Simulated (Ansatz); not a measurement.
A run of Ansatz 0.2.0 is set up as follows.

File input.yaml:

```yaml
crystal:
  lattice:
    - [6.1535771931, -1.8834685, 0.0]
    - [6.1535771931, 1.8834685, 0.0]
    - [-1.9283261078, 0.0, 6.3289668713]
  atoms:
    - { symbol: Ti, position: [0.900071, 0.900071, 0.289602] }
    - { symbol: Ti, position: [0.195286, 0.195286, 0.283762] }
    - { symbol: Ti, position: [0.099929, 0.099929, 0.710398] }
    - { symbol: Ti, position: [0.804714, 0.804714, 0.716238] }
    - { symbol: O, position: [0.361931, 0.361931, 0.293397] }
    - { symbol: O, position: [0.2634885, 0.2634885, 0.6525] }
    - { symbol: O, position: [0.8671885, 0.8671885, 0.995291] }
    - { symbol: O, position: [0.7365115, 0.7365115, 0.3475] }
    - { symbol: O, position: [0.9416475, 0.9416475, 0.630021] }
    - { symbol: O, position: [0.1328115, 0.1328115, 0.004709] }
    - { symbol: O, position: [0.638069, 0.638069, 0.706603] }
    - { symbol: O, position: [0.0583525, 0.0583525, 0.369979] }
hamiltonian:
  xc: pbesol
  pseudopotentials: { kind: paw }
kpoints:
  mp_grid: { grid: [6, 6, 3] }
scf:
  occupations: { method: fermi_dirac, width: 0.05 }
output:
  forces: true
  stress: true
  eigenvalues: true
relax:
  f_tol: 0.01
  max_steps: 40
  cell: { stress_tol: 0.05, p_target: 2.0 }
```

Potentials or basis: Ansatz PAW.

Run with:

```console
$ ansatz run input.yaml --threads 4 --pin off --max-ram 11264MiB --backend cpu --events-out ev --progress --plain --runs-dir out
```

Q: What does it give for the space group after relaxing (to 0.05 Å)?

A: C2/m (No. 12).

Q: What does it give for the band gap on the k mesh?

A: 2.88 eV, indirect (least direct gap 3.04 eV).

Q: What does it give for the relaxed volume?

A: 11.69 Å³/atom.

Step by step:
| step | energy change (eV) | largest force (eV/Å) | volume (Å³) |
| --- | --- | --- | --- |
| 1 | 0.0000 | 0.1533 | 146.71 |
| 2 | -0.1251 | 0.0460 | 141.93 |
| 3 | -0.1231 | 0.0470 | 140.39 |
| 4 | -0.1240 | 0.0351 | 140.48 |
| 5 | -0.1245 | 0.0082 | 140.51 |
| 6 | -0.1243 | 0.0019 | 140.49 |
| 7 | -0.1030 | 0.0019 | 140.49 |
| 8 | -0.1016 | 0.0011 | 140.30 |
| 9 | -0.1007 | 0.0011 | 140.30 |

Caveat: odd divisions of the mesh miss points on the zone boundary, where band edges often lie, so the gap on the mesh can be too wide; the plane-wave basis is chosen anew once the cell has moved, so the energies of steps on either side of that aren't comparable; the pressure holds a Pulay correction of +0.7 GPa for the finite cutoff; the PAW data sets come from PBE, with cores solved anew for the run's functional, which leaves a small shift of forces and pressure. A k mesh can miss the band edges.
